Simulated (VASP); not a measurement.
# Driving VASP from ASE on MgO (Periclase)

Do ASE scripts that read MgO (Periclase) from different structure formats give one answer, and do several routes find one equilibrium volume? All runs use LDA. Left out of this account: 1 further run (fields: a reference on another mesh). The start is a cell from a database of measured crystal structures.

Method: LDA; plane waves and PAW (Mg, O), in VASP 6.6.1.

Most raw output is cut from this account.

The database entry behind the starting cell differs from later determinations by our own check (about 0.1 % long), so it need not match the best structure at ambient conditions.

**1. Set-up**

It takes space group Fm-3m (No. 225, cubic). The conventional cell has a = 4.217 Å, b = 4.217 Å, c = 4.217 Å, α = 90.00°, β = 90.00°, γ = 90.00°. Mg has 6 O at 2.11 Å nearest. O has 6 Mg at 2.11 Å nearest. Farther neighbours and most contacts between anions are not listed.

As a file:

```cif
data_structure
_symmetry_space_group_name_H-M 'Fm-3m'
_symmetry_Int_Tables_number 225
_cell_length_a 4.2170
_cell_length_b 4.2170
_cell_length_c 4.2170
_cell_angle_alpha 90.000
_cell_angle_beta 90.000
_cell_angle_gamma 90.000
_cell_volume 74.99
loop_
_atom_site_label
_atom_site_type_symbol
_atom_site_symmetry_multiplicity
_atom_site_Wyckoff_symbol
_atom_site_fract_x
_atom_site_fract_y
_atom_site_fract_z
_atom_site_occupancy
Mg1 Mg 4 a 0.00000 0.00000 0.00000 1
O1 O 4 b 0.50000 0.00000 0.00000 1
```

**2. Self-consistent run (LDA, through ASE)**

A single point through ASE, with the structure typed into the script.

File run.py:

```python
import numpy as np
from ase.calculators.vasp import Vasp
from ase import Atoms
from ase.dft.bandgap import bandgap

atoms = Atoms(['Mg', 'O'],
              cell=[[0.0, 2.1085, 2.1085], [2.1085, 0.0, 2.1085], [2.1085, 2.1085, 0.0]],
              scaled_positions=[[0.0, 0.0, 0.0], [0.5, 0.5, 0.5]],
              pbc=True)

calc = Vasp(
    xc='lda',
    pp='LDA',
    prec='Accurate',
    encut=520,
    ediff=1e-06,
    nelm=100,
    ismear=-1,
    sigma=0.05,
    lreal=False,
    algo='Normal',
    nbands=10,
    lorbit=11,
    lwave=False,
    lcharg=False,
    kpar=2,
    isif=2,
    pp_version='64',
    setups={'Mg': '', 'O': ''},
    kpts=(10, 10, 10),
    gamma=True,
    txt='vasp.out',
)
atoms.calc = calc

print("energy (eV):", round(atoms.get_potential_energy(), 6))
print("Fermi level (eV):", round(calc.get_fermi_level(), 4))
print("forces (eV/A):")
print(np.round(atoms.get_forces(), 4))
print("stress (GPa, Voigt, tension positive):", np.round(atoms.get_stress() * 160.21766, 3))
gap, p1, p2 = bandgap(calc, direct=False)
print("gap on the mesh (eV):", round(gap, 4))
```

PAW data sets: Mg and O (LDA family, release 64).

On the command line:

```console
> export ASE_VASP_COMMAND="mpirun -np 2 vasp_std"
> python run.py
```

Elapsed: 6.8 s, on 2 MPI ranks of AMD EPYC 7R43, shared host; peak memory 0.19 GiB.

The gap is read on the k-mesh alone, so it is an upper bound where the band edges lie off the mesh. At this level the cell is under a tension of 8.2 GPa, so at these settings it is away from equilibrium.

This step gave:

- SCF cycles: 11
- electrons: 8
- bands: 10
- irreducible k-points: 47
- symmetry operations: 48
- free energy (TOTEN): -13.42 eV
- Fermi energy: 3.911 eV
- pressure: -8.209 GPa
- metallic: no
- valence top at k: 0, 0, 0
- conduction bottom at k: 0, 0, 0
- least direct gap at k: 0, 0, 0
- gap on the k-mesh: 4.623 eV
- least direct gap on the k-mesh: 4.623 eV

The pressure is -8.21 GPa and the largest force 0.000 eV/Å, so the cell is not at a minimum at these settings.

**3. A single point (LDA, through ASE)**

System of this step: MgO (Periclase). The structure is cubic, space group Fm-3m (No. 225). Conventional cell: a = 4.217 Å, b = 4.217 Å, c = 4.217 Å, α = 90.00°, β = 90.00°, γ = 90.00°. Nearest to Mg lie 6 O at 2.11 Å. O has 6 Mg at 2.11 Å nearest. Farther neighbours and most contacts between anions are not listed.

The single point through ASE, with the structure read from a CIF with its space group. The file expands to the conventional cell of 8 atoms, on a 5×5×5 mesh.

Edit run.py of step 2 so:

```diff
@@ -2,9 +2,6 @@
 from ase.calculators.vasp import Vasp
-from ase import Atoms
+from ase.io import read
 from ase.dft.bandgap import bandgap
 
-atoms = Atoms(['Mg', 'O'],
-              cell=[[0.0, 2.1085, 2.1085], [2.1085, 0.0, 2.1085], [2.1085, 2.1085, 0.0]],
-              scaled_positions=[[0.0, 0.0, 0.0], [0.5, 0.5, 0.5]],
-              pbc=True)
+atoms = read('MgO.cif')
 
@@ -21,3 +18,3 @@
     algo='Normal',
-    nbands=10,
+    nbands=24,
     lorbit=11,
@@ -29,3 +26,3 @@
     setups={'Mg': '', 'O': ''},
-    kpts=(10, 10, 10),
+    kpts=(5, 5, 5),
     gamma=True,
```

File MgO.cif:

```cif
data_MgO
_cell_length_a 4.21700000
_cell_length_b 4.21700000
_cell_length_c 4.21700000
_cell_angle_alpha 90.00000000
_cell_angle_beta 90.00000000
_cell_angle_gamma 90.00000000
_space_group_name_H-M_alt 'Fm-3m'
_space_group_name_Hall '-F 4 2 3'
_space_group_IT_number 225
loop_
_space_group_symop_operation_xyz
'x,y,z'
'-x,-y,-z'
'-y,x,z'
'y,-x,-z'
'-x,-y,z'
'x,y,-z'
'y,-x,z'
'-y,x,-z'
'x,-y,-z'
'-x,y,z'
'-y,-x,-z'
'y,x,z'
'-x,y,-z'
'x,-y,z'
'y,x,-z'
'-y,-x,z'
'z,x,y'
'-z,-x,-y'
'z,-y,x'
'-z,y,-x'
'z,-x,-y'
'-z,x,y'
'z,y,-x'
'-z,-y,x'
'-z,x,-y'
'z,-x,y'
'-z,-y,-x'
'z,y,x'
'-z,-x,y'
'z,x,-y'
'-z,y,x'
'z,-y,-x'
'y,z,x'
'-y,-z,-x'
'x,z,-y'
'-x,-z,y'
'-y,z,-x'
'y,-z,x'
'-x,z,y'
'x,-z,-y'
'-y,-z,x'
'y,z,-x'
'-x,-z,-y'
'x,z,y'
'y,-z,-x'
'-y,z,x'
'x,-z,y'
'-x,z,-y'
'x,y+1/2,z+1/2'
'-x,-y+1/2,-z+1/2'
'-y,x+1/2,z+1/2'
'y,-x+1/2,-z+1/2'
'-x,-y+1/2,z+1/2'
'x,y+1/2,-z+1/2'
'y,-x+1/2,z+1/2'
'-y,x+1/2,-z+1/2'
'x,-y+1/2,-z+1/2'
'-x,y+1/2,z+1/2'
'-y,-x+1/2,-z+1/2'
'y,x+1/2,z+1/2'
'-x,y+1/2,-z+1/2'
'x,-y+1/2,z+1/2'
'y,x+1/2,-z+1/2'
'-y,-x+1/2,z+1/2'
'z,x+1/2,y+1/2'
'-z,-x+1/2,-y+1/2'
'z,-y+1/2,x+1/2'
'-z,y+1/2,-x+1/2'
'z,-x+1/2,-y+1/2'
'-z,x+1/2,y+1/2'
'z,y+1/2,-x+1/2'
'-z,-y+1/2,x+1/2'
'-z,x+1/2,-y+1/2'
'z,-x+1/2,y+1/2'
'-z,-y+1/2,-x+1/2'
'z,y+1/2,x+1/2'
'-z,-x+1/2,y+1/2'
'z,x+1/2,-y+1/2'
'-z,y+1/2,x+1/2'
'z,-y+1/2,-x+1/2'
'y,z+1/2,x+1/2'
'-y,-z+1/2,-x+1/2'
'x,z+1/2,-y+1/2'
'-x,-z+1/2,y+1/2'
'-y,z+1/2,-x+1/2'
'y,-z+1/2,x+1/2'
'-x,z+1/2,y+1/2'
'x,-z+1/2,-y+1/2'
'-y,-z+1/2,x+1/2'
'y,z+1/2,-x+1/2'
'-x,-z+1/2,-y+1/2'
'x,z+1/2,y+1/2'
'y,-z+1/2,-x+1/2'
'-y,z+1/2,x+1/2'
'x,-z+1/2,y+1/2'
'-x,z+1/2,-y+1/2'
'x+1/2,y,z+1/2'
'-x+1/2,-y,-z+1/2'
'-y+1/2,x,z+1/2'
'y+1/2,-x,-z+1/2'
'-x+1/2,-y,z+1/2'
'x+1/2,y,-z+1/2'
'y+1/2,-x,z+1/2'
'-y+1/2,x,-z+1/2'
'x+1/2,-y,-z+1/2'
'-x+1/2,y,z+1/2'
'-y+1/2,-x,-z+1/2'
'y+1/2,x,z+1/2'
'-x+1/2,y,-z+1/2'
'x+1/2,-y,z+1/2'
'y+1/2,x,-z+1/2'
'-y+1/2,-x,z+1/2'
'z+1/2,x,y+1/2'
'-z+1/2,-x,-y+1/2'
'z+1/2,-y,x+1/2'
'-z+1/2,y,-x+1/2'
'z+1/2,-x,-y+1/2'
'-z+1/2,x,y+1/2'
'z+1/2,y,-x+1/2'
'-z+1/2,-y,x+1/2'
'-z+1/2,x,-y+1/2'
'z+1/2,-x,y+1/2'
'-z+1/2,-y,-x+1/2'
'z+1/2,y,x+1/2'
'-z+1/2,-x,y+1/2'
'z+1/2,x,-y+1/2'
'-z+1/2,y,x+1/2'
'z+1/2,-y,-x+1/2'
'y+1/2,z,x+1/2'
'-y+1/2,-z,-x+1/2'
'x+1/2,z,-y+1/2'
'-x+1/2,-z,y+1/2'
'-y+1/2,z,-x+1/2'
'y+1/2,-z,x+1/2'
'-x+1/2,z,y+1/2'
'x+1/2,-z,-y+1/2'
'-y+1/2,-z,x+1/2'
'y+1/2,z,-x+1/2'
'-x+1/2,-z,-y+1/2'
'x+1/2,z,y+1/2'
'y+1/2,-z,-x+1/2'
'-y+1/2,z,x+1/2'
'x+1/2,-z,y+1/2'
'-x+1/2,z,-y+1/2'
'x+1/2,y+1/2,z'
'-x+1/2,-y+1/2,-z'
'-y+1/2,x+1/2,z'
'y+1/2,-x+1/2,-z'
'-x+1/2,-y+1/2,z'
'x+1/2,y+1/2,-z'
'y+1/2,-x+1/2,z'
'-y+1/2,x+1/2,-z'
'x+1/2,-y+1/2,-z'
'-x+1/2,y+1/2,z'
'-y+1/2,-x+1/2,-z'
'y+1/2,x+1/2,z'
'-x+1/2,y+1/2,-z'
'x+1/2,-y+1/2,z'
'y+1/2,x+1/2,-z'
'-y+1/2,-x+1/2,z'
'z+1/2,x+1/2,y'
'-z+1/2,-x+1/2,-y'
'z+1/2,-y+1/2,x'
'-z+1/2,y+1/2,-x'
'z+1/2,-x+1/2,-y'
'-z+1/2,x+1/2,y'
'z+1/2,y+1/2,-x'
'-z+1/2,-y+1/2,x'
'-z+1/2,x+1/2,-y'
'z+1/2,-x+1/2,y'
'-z+1/2,-y+1/2,-x'
'z+1/2,y+1/2,x'
'-z+1/2,-x+1/2,y'
'z+1/2,x+1/2,-y'
'-z+1/2,y+1/2,x'
'z+1/2,-y+1/2,-x'
'y+1/2,z+1/2,x'
'-y+1/2,-z+1/2,-x'
'x+1/2,z+1/2,-y'
'-x+1/2,-z+1/2,y'
'-y+1/2,z+1/2,-x'
'y+1/2,-z+1/2,x'
'-x+1/2,z+1/2,y'
'x+1/2,-z+1/2,-y'
'-y+1/2,-z+1/2,x'
'y+1/2,z+1/2,-x'
'-x+1/2,-z+1/2,-y'
'x+1/2,z+1/2,y'
'y+1/2,-z+1/2,-x'
'-y+1/2,z+1/2,x'
'x+1/2,-z+1/2,y'
'-x+1/2,z+1/2,-y'
loop_
_atom_site_label
_atom_site_type_symbol
_atom_site_symmetry_multiplicity
_atom_site_Wyckoff_symbol
_atom_site_fract_x
_atom_site_fract_y
_atom_site_fract_z
_atom_site_occupancy
Mg1 Mg 4 a 0.0000000000 0.0000000000 0.0000000000 1
O1 O 4 b 0.5000000000 0.0000000000 0.0000000000 1
```

It took 9.8 s on 2 MPI ranks; peak memory 0.24 GiB; 17 s of CPU time.

A gap read on the k-mesh alone can miss the band edges.

This step gave:

```yaml
scf_cycles: 13
electrons: 32
bands: 24
irreducible_k_points: 10
free_energy_toten: -53.6863 eV
fermi_energy: 3.963 eV
pressure: -8.230 GPa
gap_on_the_k_mesh: 4.622 eV
least_direct_gap_on_the_k_mesh: 4.622 eV
```

The energy lies +0.02 meV an atom from the first script, since this cell and mesh sample the zone at other points.

**4. Relaxing cell and atoms (LDA, through ASE)**

System of this step: MgO (Periclase). It takes space group Fm-3m (No. 225, cubic). Conventional cell: a = 4.217 Å, b = 4.217 Å, c = 4.217 Å, α = 90.00°, β = 90.00°, γ = 90.00°. Nearest to Mg lie 6 O at 2.11 Å. Nearest to O lie 6 Mg at 2.11 Å. Farther neighbours and most contacts between anions are not listed.

The start need not lie at this functional's minimum. ISIF = 3 frees volume, shape and positions, and EDIFFG sets the threshold on forces and stress at which the search stops.

Edit run.py of step 3 so:

```diff
@@ -3,3 +3,2 @@
 from ase.io import read
-from ase.dft.bandgap import bandgap
 
@@ -18,3 +17,3 @@
     algo='Normal',
-    nbands=24,
+    nbands=10,
     lorbit=11,
@@ -23,6 +22,9 @@
     kpar=2,
-    isif=2,
+    ibrion=2,
+    nsw=60,
+    isif=3,
+    ediffg=-0.01,
     pp_version='64',
     setups={'Mg': '', 'O': ''},
-    kpts=(5, 5, 5),
+    kpts=(10, 10, 10),
     gamma=True,
@@ -37,3 +39,5 @@
 print("stress (GPa, Voigt, tension positive):", np.round(atoms.get_stress() * 160.21766, 3))
-gap, p1, p2 = bandgap(calc, direct=False)
-print("gap on the mesh (eV):", round(gap, 4))
+print("cell (A, degrees):", np.round(atoms.cell.cellpar(), 4))
+print("volume (A^3):", round(atoms.get_volume(), 4))
+print("positions:")
+print(np.round(atoms.get_scaled_positions(), 5))
```

File MgO.cif:

```cif
data_MgO
_cell_length_a 2.98186930
_cell_length_b 2.98186930
_cell_length_c 2.98186930
_cell_angle_alpha 60.00000000
_cell_angle_beta 60.00000000
_cell_angle_gamma 60.00000000
_space_group_name_H-M_alt 'P1'
_space_group_name_Hall 'P 1'
_space_group_IT_number 1
loop_
_space_group_symop_operation_xyz
'x,y,z'
loop_
_atom_site_label
_atom_site_type_symbol
_atom_site_symmetry_multiplicity
_atom_site_Wyckoff_symbol
_atom_site_fract_x
_atom_site_fract_y
_atom_site_fract_z
_atom_site_occupancy
Mg1 Mg 1 a 0.0000000000 0.0000000000 0.0000000000 1
O1 O 1 a 0.5000000000 0.5000000000 0.5000000000 1
```

Wall time 12 s (2 MPI ranks); peak memory 0.22 GiB.

The run keeps the 48 symmetry operations of its start, so it cannot find a distortion of lower symmetry.

The steps of the relaxation:

| step | energy less that of the first step (eV) | largest force (eV/Å) | pressure (GPa) | volume (Å³) |
| --- | --- | --- | --- | --- |
| 1 | 0.0000 | 0.0000 | -8.21 | 18.75 |
| 2 | -0.0214 | 0.0000 | 3.54 | 17.47 |
| 3 | -0.0251 | 0.0000 | 0.02 | 17.81 |

| conventional cell, symmetrised | before | after | change |
| --- | --- | --- | --- |
| a (Å) | 4.217 | 4.146 | -1.7 % |
| b (Å) | 4.217 | 4.146 | -1.7 % |
| c (Å) | 4.217 | 4.146 | -1.7 % |
| volume (Å³/atom) | 9.37 | 8.91 | -5.0 % |

The relaxed structure:

```xyz
2
Lattice="2.9314 0.0000 0.0000 1.4657 2.5386 0.0000 1.4657 0.8462 2.3934" Properties=species:S:1:pos:R:3 pbc="T T T"
Mg    0.0000    0.0000    0.0000
O     2.9314    1.6924    1.1967
```

Numbers from this step:

| Quantity | Value |
| --- | --- |
| electrons | 8 |
| bands | 10 |
| irreducible k-points | 47 |
| free energy (TOTEN) | -13.45 eV |
| Fermi energy | 4.264 eV |
| pressure | 0.01672 GPa |
| SCF cycles over all ionic steps | 24 |
| gap on the k-mesh | 5.136 eV |
| least direct gap on the k-mesh | 5.136 eV |

It ends with forces that vanish by symmetry and a pressure of 0.02 GPa.

**5. Equation of state by an ASE loop (LDA)**

An ASE loop scales the volume and fits the energies, which gives the bulk modulus from energies alone.

File run.py:

```python
import numpy as np
from ase.calculators.vasp import Vasp
from ase.io import read
from ase.eos import EquationOfState
from ase.units import GPa

atoms = read('MgO.cif')

calc = Vasp(
    xc='lda',
    pp='LDA',
    prec='Accurate',
    encut=520,
    ediff=1e-06,
    nelm=100,
    ismear=-1,
    sigma=0.05,
    lreal=False,
    algo='Normal',
    nbands=10,
    lorbit=11,
    lwave=False,
    lcharg=False,
    kpar=2,
    isif=2,
    pp_version='64',
    setups={'Mg': '', 'O': ''},
    kpts=(10, 10, 10),
    gamma=True,
    txt='vasp.out',
)
atoms.calc = calc

cell, volumes, energies = atoms.get_cell(), [], []
for x in [0.94, 0.96, 0.98, 1.0, 1.02, 1.04, 1.06]:
    atoms.set_cell(cell * x ** (1 / 3), scale_atoms=True)
    volumes.append(atoms.get_volume())
    energies.append(atoms.get_potential_energy())
    print(f"{x:.2f}  V = {volumes[-1]:.4f} A^3  E = {energies[-1]:.6f} eV")
v0, e0, b0 = EquationOfState(volumes, energies, eos="birchmurnaghan").fit()
print(f"V0 = {v0:.4f} A^3  E0 = {e0:.6f} eV  B0 = {b0 / GPa:.2f} GPa")
```

MgO.cif is that of step 4.

Run time: 41 s. Hardware: 2 MPI ranks; peak memory 0.19 GiB; 72 s of CPU time.

This step gave:

```yaml
bulk_modulus: 178.3 GPa
equilibrium_volume_of_the_fit: 8.918 Å³/atom
```

The fitted volume lies +0.14 % from the relaxed one.

**6. BFGS in ASE (LDA)**

Here ASE drives the relaxation and calls VASP for forces and stress at each step.

File run.py:

```python
import numpy as np
from ase.calculators.vasp import Vasp
from ase import Atoms
from ase.optimize import BFGS
from ase.filters import FrechetCellFilter

atoms = Atoms(['Mg', 'O'],
              cell=[[0.0, 2.1085, 2.1085], [2.1085, 0.0, 2.1085], [2.1085, 2.1085, 0.0]],
              scaled_positions=[[0.0, 0.0, 0.0], [0.5, 0.5, 0.5]],
              pbc=True)

calc = Vasp(
    xc='lda',
    pp='LDA',
    prec='Accurate',
    encut=520,
    ediff=1e-06,
    nelm=100,
    ismear=-1,
    sigma=0.05,
    lreal=False,
    algo='Normal',
    nbands=10,
    lorbit=11,
    lwave=False,
    lcharg=False,
    kpar=2,
    isif=2,
    pp_version='64',
    setups={'Mg': '', 'O': ''},
    kpts=(10, 10, 10),
    gamma=True,
    txt='vasp.out',
)
atoms.calc = calc

BFGS(FrechetCellFilter(atoms)).run(fmax=0.02, steps=30)
print("cell (A, degrees):", np.round(atoms.cell.cellpar(), 4))
print("volume (A^3):", round(atoms.get_volume(), 4))
print("energy (eV):", round(atoms.get_potential_energy(), 6))
print("Fermi level (eV):", round(calc.get_fermi_level(), 4))
print("forces (eV/A):")
print(np.round(atoms.get_forces(), 4))
print("stress (GPa, Voigt, tension positive):", np.round(atoms.get_stress() * 160.21766, 3))
```

The job ended after 25 s (2 MPI ranks; peak memory 0.19 GiB).

This step gave:

```yaml
optimizer_steps: 3
volume_after_bfgs: 8.910 Å³/atom
```

**7. Self-consistent run (LDA, through ASE), changed input**

A single point gives energy, forces and stress at these settings. Some settings are moved from the usual, to see what they do.

Edit run.py of step 6 so:

```diff
@@ -3,4 +3,3 @@
 from ase import Atoms
-from ase.optimize import BFGS
-from ase.filters import FrechetCellFilter
+from ase.dft.bandgap import bandgap
 
@@ -14,3 +13,3 @@
     pp='LDA',
-    prec='Accurate',
+    prec='Normal',
     encut=520,
@@ -36,5 +35,2 @@
 
-BFGS(FrechetCellFilter(atoms)).run(fmax=0.02, steps=30)
-print("cell (A, degrees):", np.round(atoms.cell.cellpar(), 4))
-print("volume (A^3):", round(atoms.get_volume(), 4))
 print("energy (eV):", round(atoms.get_potential_energy(), 6))
@@ -44 +40,3 @@
 print("stress (GPa, Voigt, tension positive):", np.round(atoms.get_stress() * 160.21766, 3))
+gap, p1, p2 = bandgap(calc, direct=False)
+print("gap on the mesh (eV):", round(gap, 4))
```

The job ended after 5.2 s (2 MPI ranks; peak memory 0.16 GiB; 7.6 s of CPU time).

PREC = Normal changes the FFT grids.

This step gave:

```
SCF cycles                     : 11
free energy (TOTEN)            : -13.42 eV
Fermi energy                   : 3.911 eV
pressure                       : -8.206 GPa
gap on the k-mesh              : 4.623 eV
least direct gap on the k-mesh : 4.623 eV
```

Against the sound run “Self-consistent run (LDA, through ASE)”, the energy at zero smearing moves by +0.0 meV an atom, the pressure by +0.00 GPa and the gap by +0.00 eV.

**8. The runs together**

```
                                                run  atoms      mesh  energy (eV/atom)  pressure (GPa)
               ASE, structure typed into the script      2  10×10×10          -6.71081          -8.209
ASE, structure read from a CIF with its space group      8     5×5×5          -6.71079          -8.230
```

**9. What came out**

```json
{"energy, ASE, structure typed into the script": "-6.71081 eV/atom", "energy, ASE, structure read from a CIF with its space group": "-6.71079 eV/atom", "volume from VASP's own relaxation": "8.906 Å³/atom", "volume from the fit of the ASE volume loop": "8.918 Å³/atom", "volume from BFGS in ASE": "8.910 Å³/atom"}
```

In words: With the structure read from a CIF with its space group, ASE's run reproduces the energy of the first script. The routes to the equilibrium volume agree within 0.14 %. VASP's relaxation keeps the plane waves of its start, while ASE starts VASP afresh at each cell, and a loop at fixed shape can't relax anything but the volume.

[Lines on the potential files, build, host, timing and source positions are cut from VASP's logs without a mark.]

[Logs are printed without paths, hosts, clocks, repeated set-up lines and the standing remarks that a program may print on its own settings, such as how far it seeks lower states.]

[Hosts, paths, dates, database ids (printed as entryN), source tags and the programs' standing remarks are cut or masked in the printed files.]

[A measured line is paired with the nearest computed mode of its activity, which favours agreement.]
